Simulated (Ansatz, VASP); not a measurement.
**Two plane-wave programs on Ni**

The input POSCAR:

```
Ni
1.0
    2.4480228978      0.0000000000      0.0000000000
   -1.2240114489      2.1200500186      0.0000000000
    0.0000000000      0.0000000000      4.0728075700
Ni
2
Direct
    0.6666666667      0.3333333333      0.7500000000
    0.3333333333      0.6666666667      0.2500000000
```

File INCAR.step1:

```
PREC = Accurate
ENCUT = 520
ISMEAR = -1
SIGMA = 0.05
LREAL = F
LASPH = T
NELM = 150
ISPIN = 2
MAGMOM = 1 1
LMAXMIX = 4
NBANDS = 21
GGA = PE
ALGO = Normal
EDIFF = 1E-4
LWAVE = T
LCHARG = F
```

INCAR.step2

```
PREC = Accurate
ENCUT = 520
EDIFF = 1E-6
ISMEAR = -1
SIGMA = 0.05
LREAL = F
LASPH = T
NELM = 150
ALGO = Normal
ISIF = 2
LWAVE = F
LCHARG = T
ISPIN = 2
MAGMOM = 1 1
LORBIT = 11
LMAXMIX = 4
METAGGA = R2SCAN
LMIXTAU = T
LELF = T
LVHAR = T
NBANDS = 21
ISTART = 1
```

The input KPOINTS:

```
regular mesh
0
Gamma
  7 7 4
```

File input.yaml:

```yaml
crystal:
  lattice:
    - [2.4480228978, 0.0, 0.0]
    - [-1.2240114489, 2.1200500186, 0.0]
    - [0.0, 0.0, 4.07280757]
  atoms:
    - { symbol: Ni, position: [0.6666666667, 0.3333333333, 0.75], spin: 1.0 }
    - { symbol: Ni, position: [0.3333333333, 0.6666666667, 0.25], spin: 1.0 }
hamiltonian:
  xc: r2scan
  pseudopotentials: { kind: paw }
magnetization:
  spin_polarized: true
kpoints:
  mp_grid: { grid: [7, 7, 4] }
  band_path:
    path:
      - [[0.0, 0.0, 0.0], [0.5, 0.0, 0.0], [0.3333333333, 0.3333333333, 0.0], [0.0, 0.0, 0.0], [0.0, 0.0, 0.5], [0.5, 0.0, 0.5], [0.3333333333, 0.3333333333, 0.5], [0.0, 0.0, 0.5]]
      - [[0.5, 0.0, 0.5], [0.5, 0.0, 0.0]]
      - [[0.3333333333, 0.3333333333, 0.0], [0.3333333333, 0.3333333333, 0.5]]
    npoints: 14
scf:
  occupations: { method: fermi_dirac, width: 0.05 }
  n_extra_bands: 6
output:
  forces: true
  stress: true
  eigenvalues: true
  fatbands: false
```

This isn't the form of Ni at room conditions, which is fcc.

Alike in both runs: functional r2SCAN; k mesh 7 × 7 × 4; occupations fermi-dirac, width 0.05 eV; collinear spin.

```csv
,VASP,Ansatz
version,VASP 6.6.1,Ansatz 0.2.0
potentials or method,"VASP PAW PBE potentials, release 64 (Ni)",Ansatz PAW
plane-wave cutoff (eV),520,500
valence electrons in the cell,20,36
task,single point,band structure
```

VASP gave:

```
gap on the k mesh at the Fermi level (eV)                     : none
pressure (GPa)                                                : 0.4
largest component of the traceless stress (GPa)               : 1.59
net moment per atom (μB)                                      : 0.82
size of the moment on the site where the two differ most (μB) : 0.84
```

Estimate Ansatz's values.

gap on the k mesh at the Fermi level (eV): none; pressure (GPa): -0.1; largest component of the traceless stress (GPa): 1.61; net moment per atom (μB): 0.83; size of the moment on the site where the two differ most (μB): 0.90.

Site moments also hang on the region over which each program counts them. A gap of «none» marks a metal or a gap that the smearing closes. The two sets of potentials don't hold the same shells in valence.

Caveats: the k mesh is coarse (spacing up to 0.42 Å⁻¹), so the values aren't converged; the PAW data sets were made with another functional, which shifts forces and pressure a little (VASP); the magnetic or orbital state may not be the lowest (Ansatz); the PAW data sets come from PBE, with cores solved anew for the run's functional, which leaves a small shift of forces and pressure (Ansatz).
